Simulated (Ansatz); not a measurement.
# Pt(111) / 3 layers Zn(0001) / Pt(111): resistance against film thickness, part 2 of 2

Aim: what a thin film of another metal adds to the resistance, first Pt(111) / 3 layers Zn(0001) / Pt(111).

Ansatz 0.2.0; Ansatz plane-wave DFT, PBE, PAW files; ballistic transport by layer matching (Landauer), zero bias.

So far. Step 2 (With 3 layers): The lead's potential steps by 8.7 meV from period to period, small in itself. The program estimates the junction's conductance to 5.9 % from the k-mesh, 0 % from the leads' distance from neutral and 5 % from their steps.

### Step 3. With 5 layers, film layers 5

The stack now holds 5 film layers; the k-mesh follows the cell, and the energies span -0.27 to 0.27 eV.

System of this step: Pt(111) / 5 layers Zn(0001) / Pt(111). The cell holds 13 atoms: 8 Pt and 5 Zn. Its edges and angles: a = 2.773 Å, b = 2.773 Å, c = 29.533 Å, α = 90.0°, β = 90.0°, γ = 120.0°. It derives from Pt and Zn. Regions: lead, 8 atoms (8 Pt); films, 5 atoms (5 Zn). The structure is stacked along c, and the current runs across the ab planes.

File input.yaml:

```yaml
crystal:
  lattice:
    - [2.7731313745, 0.0, 0.0]
    - [-1.3865656872, 2.4016022183, 0.0]
    - [0.0, 0.0, 29.5334352802]
  atoms:
    - { symbol: Pt, position: [0.0, 0.0, 0.03833371] }
    - { symbol: Pt, position: [0.3333333333, 0.6666666667, 0.11500113] }
    - { symbol: Pt, position: [0.6666666667, 0.3333333333, 0.1916685499] }
    - { symbol: Pt, position: [0.0, 0.0, 0.2683359699] }
    - { symbol: Zn, position: [0.3333333333, 0.6666666667, 0.3453357439] }
    - { symbol: Zn, position: [0.6666666667, 0.3333333333, 0.4226678719] }
    - { symbol: Zn, position: [0.3333333333, 0.6666666667, 0.5] }
    - { symbol: Zn, position: [0.6666666667, 0.3333333333, 0.5773321281] }
    - { symbol: Zn, position: [0.3333333333, 0.6666666667, 0.6546642561] }
    - { symbol: Pt, position: [0.6666666667, 0.3333333333, 0.7316640301] }
    - { symbol: Pt, position: [0.0, 0.0, 0.8083314501] }
    - { symbol: Pt, position: [0.3333333333, 0.6666666667, 0.88499887] }
    - { symbol: Pt, position: [0.6666666667, 0.3333333333, 0.96166629] }
kpoints:
  mp_grid: { grid: [15, 15, 1] }
hamiltonian:
  xc: pbe
scf:
  occupations: { method: fermi_dirac, width: 0.1 }
output:
  transmission:
    leads: [[0, 1]]
    kmesh: [30, 30]
    e_range: [-0.27, 0.27]
    de: 0.036
  write_potential: true
  write_density: true
  volumetric_format: npy
```

Started as:

```console
$ ansatz run input.yaml --threads 4 --pin off --max-ram 8192MiB --backend cpu --events-out ev --progress --plain --runs-dir out
```

Numbers of over 12 decimals in the logs are rounded to 6 here.

What it wrote:

```text
[...]
Crystal: 13 atoms, lattice volume = 196.691 Å³
Basis set: ecut = 420 eV, 3855 PW (Γ)
Bands: 123, of which v1, the nominal top of the filled ones, is band 102 counted from 1 (101 counted from 0)
Symmetry: 6 space group operations
[...]
k-points: 27 of 225 (time reversal used)
[...]
--- Transmission ---
  basis      : 61 plane waves across, 48 finite elements along
  points     : 91, standing for a mesh of 30 x 30
[...]
filled         : 19.9 meV over the level at which it is neutral
    channels       : 1.652222e0 a spin
[...]
slowest decay  : 0.0438 /Å at (0.3667, 0.2667)
  junction   : crystal 0 to crystal 0, 0.70 to 27.97 Å
    transmission   : 5.642340e-1 a spin
[...]
resistance     : 1.0332e-3 Ω µm² beyond half of each lead's own
[key lines of the parts left out:]
SCF converged after 11 iterations
Free energy (F): -116779.986086 eV
Fermi energy:    18.632623 eV
```

Wall time 71 s (4 threads of Arm Neoverse V2, shared host); peak memory 1 GiB.

Numbers from this step:

```yaml
free_energy: -116779.9861 eV
energy_at_zero_smearing: -116779.7605 eV
fermi_energy: 18.63 eV
step_of_the_lead_s_potential: 7.2 meV
lead_conductance_per_cell: 1.713 G₀
conductance_of_the_junction: 6.51e14 S/m²
junction_conductance_per_cell: 0.5600 G₀
estimated_errors_of_the_junction_s_conductance: 0.3, 0.1, 5.3, 5.4, 0.5 % (energy step, band edges, k-mesh, leads' steps, distance from neutral)
area_resistance_that_the_stack_adds_contact_term_taken_off_spin_by_spin: 1.033 fΩ m²
```

Per spin. Transmission, zone mean against energy, zero at the Fermi level:

```csv
energy (eV),"transmission, zone mean"
-0.270,0.556
-0.234,0.557
-0.198,0.574
-0.162,0.567
-0.126,0.586
-0.090,0.579
-0.054,0.567
-0.018,0.563
0.018,0.564
0.054,0.546
0.090,0.528
0.126,0.521
0.162,0.537
0.198,0.528
0.234,0.515
0.270,0.525
```

The conductance of the junction is 6.5e14 S/m², 5.6 % over the 6.2e14 S/m² of the last finished run, within the error estimates, leads' steps apart, of 5.9 and 5.3 %.

### Step 4. With 6 layers, film layers 6

The stack now holds 6 film layers; the k-mesh follows the cell, and the energies span -0.27 to 0.27 eV.

System of this step: Pt(111) / 6 layers Zn(0001) / Pt(111). The cell holds 14 atoms: 8 Pt and 6 Zn. Its edges and angles: a = 2.773 Å, b = 2.773 Å, c = 31.858 Å, α = 92.5°, β = 87.5°, γ = 120.0°. It derives from Pt and Zn. Regions: lead, 8 atoms (8 Pt); films, 6 atoms (6 Zn). The structure is stacked along c, and the current runs across the ab planes.

File input.yaml:

```yaml
crystal:
  lattice:
    - [2.7731313745, 0.0, 0.0]
    - [-1.3865656872, 2.4016022183, 0.0]
    - [1.3865656872, -0.8005340728, 31.8173186791]
  atoms:
    - { symbol: Pt, position: [0.9881393091, 0.0118606909, 0.0355820726] }
    - { symbol: Pt, position: [0.2977512607, 0.7022487393, 0.1067462178] }
    - { symbol: Pt, position: [0.6073632124, 0.3926367876, 0.1779103629] }
    - { symbol: Pt, position: [0.916975164, 0.083024836, 0.2490745081] }
    - { symbol: Zn, position: [0.2264842831, 0.7735157169, 0.3205471506] }
    - { symbol: Zn, position: [0.5358905699, 0.4641094301, 0.3923282904] }
    - { symbol: Zn, position: [0.17863019, 0.82136981, 0.4641094301] }
    - { symbol: Zn, position: [0.4880364767, 0.5119635233, 0.5358905699] }
    - { symbol: Zn, position: [0.1307760968, 0.8692239032, 0.6076717096] }
    - { symbol: Zn, position: [0.4401823835, 0.5598176165, 0.6794528494] }
    - { symbol: Pt, position: [0.7496915027, 0.2503084973, 0.7509254919] }
    - { symbol: Pt, position: [0.0593034543, 0.9406965457, 0.8220896371] }
    - { symbol: Pt, position: [0.3689154059, 0.6310845941, 0.8932537822] }
    - { symbol: Pt, position: [0.6785273575, 0.3214726425, 0.9644179274] }
kpoints:
  mp_grid: { grid: [15, 15, 1] }
hamiltonian:
  xc: pbe
scf:
  occupations: { method: fermi_dirac, width: 0.1 }
output:
  transmission:
    leads: [[0, 1]]
    kmesh: [30, 30]
    e_range: [-0.27, 0.27]
    de: 0.036
  write_potential: true
  write_density: true
  volumetric_format: npy
```

What it wrote:

```text
[...]
--- Transmission ---
  basis      : 61 plane waves across, 51 finite elements along
  points     : 241, standing for a mesh of 30 x 30
[...]
filled         : 20.1 meV over the level at which it is neutral
    channels       : 1.652222e0 a spin
[...]
slowest decay  : 0.0440 /Å at (0.3667, 0.2667)
  junction   : crystal 0 to crystal 0, 0.70 to 30.25 Å
    transmission   : 5.552452e-1 a spin
[...]
resistance     : 1.0037e-3 Ω µm² beyond half of each lead's own
[key lines of the parts left out:]
SCF converged after 10 iterations
Free energy (F): -120099.000249 eV
Fermi energy:    18.077651 eV
```

Wall time 2.8 min (4 threads); peak memory 1.6 GiB.

Numbers from this step:

| Item | Value |
| --- | --- |
| free energy | -120099.0002 eV |
| energy at zero smearing | -120098.7702 eV |
| Fermi energy | 18.08 eV |
| step of the lead's potential | 10.3 meV |
| lead conductance per cell | 1.712 G₀ |
| conductance of the junction | 6.64e14 S/m² |
| junction conductance per cell | 0.5709 G₀ |
| estimated errors of the junction's conductance | 0.1, 0.2, 3.9, 8, 1.1 % (energy step, band edges, k-mesh, leads' steps, distance from neutral) |
| area resistance that the stack adds (contact term taken off, spin by spin) | 1.004 fΩ m² |

Per spin. Transmission, zone mean against energy, zero at the Fermi level:

```
energy (eV)  transmission, zone mean
     -0.270                    0.587
     -0.234                    0.612
     -0.198                    0.615
     -0.162                    0.598
     -0.126                    0.587
     -0.090                    0.587
     -0.054                    0.581
     -0.018                    0.599
      0.018                    0.555
      0.054                    0.543
      0.090                    0.557
      0.126                    0.549
      0.162                    0.523
      0.198                    0.515
      0.234                    0.520
      0.270                    0.533
```

The conductance of the junction is 6.6e14 S/m², 1.9 % over the 6.5e14 S/m² of the last finished run, within the error estimates, leads' steps apart, of 5.3 and 3.9 %.

### Step 5. With 8 layers, film layers 8

The stack now holds 8 film layers; the k-mesh follows the cell, and the energies span -0.27 to 0.27 eV.

System of this step: Pt(111) / 8 layers Zn(0001) / Pt(111). The cell holds 16 atoms: 8 Pt and 8 Zn. Its edges and angles: a = 2.773 Å, b = 2.773 Å, c = 36.420 Å, α = 92.2°, β = 87.8°, γ = 120.0°. It derives from Pt and Zn. Regions: lead, 8 atoms (8 Pt); films, 8 atoms (8 Zn). The structure is stacked along c, and the current runs across the ab planes.

File input.yaml:

```yaml
crystal:
  lattice:
    - [2.7731313745, 0.0, 0.0]
    - [-1.3865656872, 2.4016022183, 0.0]
    - [1.3865656872, -0.8005340728, 36.3850854769]
  atoms:
    - { symbol: Pt, position: [0.9896282948, 0.0103717052, 0.0311151157] }
    - { symbol: Pt, position: [0.3022182177, 0.6977817823, 0.093345347] }
    - { symbol: Pt, position: [0.6148081406, 0.3851918594, 0.1555755783] }
    - { symbol: Pt, position: [0.9273980635, 0.0726019365, 0.2178058096] }
    - { symbol: Zn, position: [0.2398980635, 0.7601019365, 0.2803058096] }
    - { symbol: Zn, position: [0.5523081406, 0.4476918594, 0.3430755783] }
    - { symbol: Zn, position: [0.198051551, 0.801948449, 0.405845347] }
    - { symbol: Zn, position: [0.5104616281, 0.4895383719, 0.4686151157] }
    - { symbol: Zn, position: [0.1562050386, 0.8437949614, 0.5313848843] }
    - { symbol: Zn, position: [0.4686151157, 0.5313848843, 0.594154653] }
    - { symbol: Zn, position: [0.1143585261, 0.8856414739, 0.6569244217] }
    - { symbol: Zn, position: [0.4267686032, 0.5732313968, 0.7196941904] }
    - { symbol: Pt, position: [0.7392686032, 0.2607313968, 0.7821941904] }
    - { symbol: Pt, position: [0.0518585261, 0.9481414739, 0.8444244217] }
    - { symbol: Pt, position: [0.364448449, 0.635551551, 0.906654653] }
    - { symbol: Pt, position: [0.6770383719, 0.3229616281, 0.9688848843] }
kpoints:
  mp_grid: { grid: [15, 15, 1] }
hamiltonian:
  xc: pbe
scf:
  occupations: { method: fermi_dirac, width: 0.1 }
output:
  transmission:
    leads: [[0, 1]]
    kmesh: [30, 30]
    e_range: [-0.27, 0.27]
    de: 0.036
  write_potential: true
  write_density: true
  volumetric_format: npy
```

What it wrote:

```text
[...]
Crystal: 16 atoms, lattice volume = 242.323 Å³
Basis set: ecut = 420 eV, 4783 PW (Γ)
Bands: 144, of which v1, the nominal top of the filled ones, is band 120 counted from 1 (119 counted from 0)
Symmetry: 4 space group operations
k-points: 64 of 225
[...]
--- Transmission ---
  basis      : 61 plane waves across, 56 finite elements along
  points     : 241, standing for a mesh of 30 x 30
[...]
filled         : 19.6 meV over the level at which it is neutral
    channels       : 1.652222e0 a spin
[...]
slowest decay  : 0.0426 /Å at (0.3667, 0.2667)
  junction   : crystal 0 to crystal 0, 0.70 to 34.82 Å
    transmission   : 5.349046e-1 a spin
[...]
resistance     : 1.1131e-3 Ω µm² beyond half of each lead's own
[key lines of the parts left out:]
SCF converged after 11 iterations
Free energy (F): -126737.044208 eV
Fermi energy:    17.208441 eV
```

It took 3.6 min on 4 threads; peak memory 2 GiB.

Numbers from this step:

```
free energy                                                                : -126737.0442 eV
energy at zero smearing                                                    : -126736.8097 eV
Fermi energy                                                               : 17.21 eV
step of the lead's potential                                               : 9.8 meV
estimated errors of the lead's conductance                                 : 0, 2.8, 3 % (band edges, k-mesh, distance from neutral)
lead conductance per cell                                                  : 1.714 G₀
conductance of the junction                                                : 6.19e14 S/m²
junction conductance per cell                                              : 0.5324 G₀
estimated errors of the junction's conductance                             : 0.6, 0.3, 8.1, 6, 0 % (energy step, band edges, k-mesh, leads' steps, distance from neutral)
area resistance that the stack adds (contact term taken off, spin by spin) : 1.113 fΩ m²
```

Per spin. Table of transmission, zone mean by energy, zero at the Fermi level:

```
energy (eV)  transmission, zone mean
     -0.270                    0.605
     -0.234                    0.571
     -0.198                    0.573
     -0.162                    0.552
     -0.126                    0.547
     -0.090                    0.539
     -0.054                    0.527
     -0.018                    0.529
      0.018                    0.535
      0.054                    0.534
      0.090                    0.518
      0.126                    0.498
      0.162                    0.513
      0.198                    0.526
      0.234                    0.521
      0.270                    0.536
```

The conductance of the junction is 6.2e14 S/m², 6.7 % under the 6.6e14 S/m² of the last finished run, within the error estimates, leads' steps apart, of 3.9 and 8.1 %.

### Step 6. With 10 layers, film layers 10

The stack now holds 10 film layers; the k-mesh follows the cell, and the energies span -0.27 to 0.27 eV.

System of this step: Pt(111) / 10 layers Zn(0001) / Pt(111). The cell holds 18 atoms: 8 Pt and 10 Zn. Its edges and angles: a = 2.773 Å, b = 2.773 Å, c = 40.984 Å, α = 91.9°, β = 88.1°, γ = 120.0°. It derives from Pt and Zn. Regions: lead, 8 atoms (8 Pt); films, 10 atoms (10 Zn). The structure is stacked along c, and the current runs across the ab planes.

File input.yaml:

```yaml
crystal:
  lattice:
    - [2.7731313745, 0.0, 0.0]
    - [-1.3865656872, 2.4016022183, 0.0]
    - [1.3865656872, -0.8005340728, 40.9528522747]
  atoms:
    - { symbol: Pt, position: [0.9907851258, 0.0092148742, 0.0276446225] }
    - { symbol: Pt, position: [0.3056887108, 0.6943112892, 0.0829338676] }
    - { symbol: Pt, position: [0.6205922958, 0.3794077042, 0.1382231127] }
    - { symbol: Pt, position: [0.9354958808, 0.0645041192, 0.1935123577] }
    - { symbol: Zn, position: [0.2503195726, 0.7496804274, 0.2490412823] }
    - { symbol: Zn, position: [0.5650633713, 0.4349366287, 0.3048098862] }
    - { symbol: Zn, position: [0.2131405033, 0.7868594967, 0.3605784901] }
    - { symbol: Zn, position: [0.527884302, 0.472115698, 0.4163470941] }
    - { symbol: Zn, position: [0.175961434, 0.824038566, 0.472115698] }
    - { symbol: Zn, position: [0.4907052327, 0.5092947673, 0.527884302] }
    - { symbol: Zn, position: [0.1387823647, 0.8612176353, 0.5836529059] }
    - { symbol: Zn, position: [0.4535261634, 0.5464738366, 0.6394215099] }
    - { symbol: Zn, position: [0.1016032954, 0.8983967046, 0.6951901138] }
    - { symbol: Zn, position: [0.4163470941, 0.5836529059, 0.7509587177] }
    - { symbol: Pt, position: [0.7311707859, 0.2688292141, 0.8064876423] }
    - { symbol: Pt, position: [0.0460743709, 0.9539256291, 0.8617768873] }
    - { symbol: Pt, position: [0.3609779559, 0.6390220441, 0.9170661324] }
    - { symbol: Pt, position: [0.6758815408, 0.3241184592, 0.9723553775] }
kpoints:
  mp_grid: { grid: [15, 15, 1] }
hamiltonian:
  xc: pbe
scf:
  occupations: { method: fermi_dirac, width: 0.1 }
output:
  transmission:
    leads: [[0, 1]]
    kmesh: [30, 30]
    e_range: [-0.27, 0.27]
    de: 0.036
  write_potential: true
  write_density: true
  volumetric_format: npy
```

What it wrote:

```text
[...]
Crystal: 18 atoms, lattice volume = 272.744 Å³
Basis set: ecut = 420 eV, 5357 PW (Γ)
Bands: 159, of which v1, the nominal top of the filled ones, is band 132 counted from 1 (131 counted from 0)
Symmetry: 4 space group operations
k-points: 64 of 225
[...]
--- Transmission ---
  basis      : 61 plane waves across, 62 finite elements along
  points     : 241, standing for a mesh of 30 x 30
[...]
filled         : 19.8 meV over the level at which it is neutral
    channels       : 1.652222e0 a spin
[...]
slowest decay  : 0.0428 /Å at (0.3667, 0.2667)
  junction   : crystal 0 to crystal 0, 0.70 to 39.39 Å
    transmission   : 4.685210e-1 a spin
[...]
resistance     : 1.3172e-3 Ω µm² beyond half of each lead's own
[key lines of the parts left out:]
SCF converged after 11 iterations
Free energy (F): -133375.088222 eV
Fermi energy:    16.525554 eV
```

Elapsed: 5.3 min, on 4 threads; peak memory 2.4 GiB; 15 min of CPU time.

This step gave:

- free energy: -133375.0882 eV
- energy at zero smearing: -133374.8452 eV
- Fermi energy: 16.53 eV
- step of the lead's potential: 9.6 meV
- estimated errors of the lead's conductance: 0, 2.8, 3.1 % (band edges, k-mesh, distance from neutral)
- lead conductance per cell: 1.713 G₀
- conductance of the junction: 5.50e14 S/m²
- junction conductance per cell: 0.4726 G₀
- estimated errors of the junction's conductance: 0, 0.6, 6.1, 5.8, 0.4 % (energy step, band edges, k-mesh, leads' steps, distance from neutral)
- area resistance that the stack adds (contact term taken off, spin by spin): 1.317 fΩ m²

Per spin. Table of transmission, zone mean by energy, zero at the Fermi level:

```
energy (eV)  transmission, zone mean
     -0.270                    0.554
     -0.234                    0.552
     -0.198                    0.516
     -0.162                    0.520
     -0.126                    0.498
     -0.090                    0.485
     -0.054                    0.463
     -0.018                    0.460
      0.018                    0.469
      0.054                    0.489
      0.090                    0.504
      0.126                    0.544
      0.162                    0.501
      0.198                    0.502
      0.234                    0.514
      0.270                    0.500
```

The conductance of the junction is 5.5e14 S/m², 11 % under the 6.2e14 S/m² of the last finished run, no more than the error estimates, leads' steps apart, of 8.1 and 6.1 % together.

### Step 7. All levels side by side

Times are for 4 threads of Arm Neoverse V2, shared host. The series side by side:

```
no.  film layers  area resistance that the stack adds (contact term taken off, spin by spin) (fΩ m²)  conductance of the junction (S/m²)     time  memory (GiB)
  1            3                                                                               1.119                             6.17e14  1.8 min          0.85
  2            5                                                                               1.033                             6.51e14     71 s           1.0
  3            6                                                                               1.004                             6.64e14  2.8 min           1.6
  4            8                                                                               1.113                             6.19e14  3.6 min           2.0
  5           10                                                                               1.317                             5.50e14  5.3 min           2.4
```

### Step 8. Outcome

```
area resistance, 3 layers  : 1.12 fΩ m²
area resistance, 5 layers  : 1.03 fΩ m²
area resistance, 6 layers  : 1.00 fΩ m²
area resistance, 8 layers  : 1.11 fΩ m²
area resistance, 10 layers : 1.32 fΩ m²
```

**Reading.** The stack adds 1.1 fΩ m² with 3 layers and 1.3 fΩ m² with 10. From 5 to 10 layers it grows by 27 %, though no single step exceeds the two runs' error estimates together; nothing scatters inside a perfect film, so this is no ohmic growth. With an hcp and an fcc partner, odd and even counts of layers end in unlike stacking at the second interface, which mixes with the effect of thickness. Atoms sit on ideal sites and aren't relaxed. Spin-orbit coupling is left out, which matters for Pt. The program's error estimates for the conductances, leads' steps apart, run from 3.9 to 8.1 %. Zn(0001) is stretched by 4.1 % in plane to fit Pt(111), at its own atomic volume. 1 further run is left out: refused by the program, or repeats without effect or without named leads.

[Logs are printed without paths, hosts, clocks, repeated set-up lines and the standing remarks that a program may print on its own settings, such as how far it seeks lower states.]

[Hosts, paths, dates, database ids (printed as entryN), source tags and the programs' standing remarks are cut or masked in the printed files.]
